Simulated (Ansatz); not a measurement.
**MgO2 in Ansatz: the effect of functional**

The system is MgO2.

```xyz
3
Lattice="1.6048 0.9265 3.4940 -1.6048 0.9265 3.4940 0.0000 -1.8530 3.4940" Properties=species:S:1:pos:R:3 pbc="T T T"
Mg    0.0000    0.0000    0.0000
O     0.0000    0.0000    5.9874
O     0.0000    0.0000    4.4945
```

The cell comes from a database or a generator and needn't be the stable form of this composition.

Alike in all runs:

```yaml
Program: Ansatz 0.2.0
Task: projected density of states
Potentials_or_basis: Ansatz PAW
k_mesh: 6 × 6 × 6
Occupations: fermi-dirac, width 0.05 eV
Spin: no spin polarisation
```

Problem. One run gave: gap on the mesh 2.95 eV; pressure -5.4 GPa; largest force 0.22 eV/Å. Which functional did it use?
A. HSE06
B. LDA
C. r2SCAN
D. PBE0
E. r2SCAN0

Solution. C.

| functional | cutoff | gap on the mesh (eV) | pressure (GPa) | largest force (eV/Å) |
| --- | --- | --- | --- | --- |
| LDA | 420 eV (not typed: the program's choice for these potentials) | 2.19 | -10.1 | 0.45 |
| PBEsol | 420 eV (not typed: the program's choice for these potentials) | 2.23 | -4.8 | 0.30 |
| r2SCAN | 500 eV (not typed: the program's choice for these potentials) | 2.95 | -5.4 | 0.22 |
| HSE06 | 420 eV (not typed: the program's choice for these potentials) | 4.51 | -6.8 | 0.99 |
| PBE0 | 420 eV (not typed: the program's choice for these potentials) | 5.29 | -6.8 | 0.99 |
| r2SCAN0 | 500 eV (not typed: the program's choice for these potentials) | 5.71 | -9.6 | 1.03 |

Caveats: the PAW data sets come from PBE, with cores solved anew for the run's functional, which leaves a small shift of forces and pressure; the thresholds are loose for stress (some runs); forces of over 1 eV/Å show positions far from the minimum, so gaps and moduli don't describe the material at rest (some runs).

A k mesh can miss the band edges.
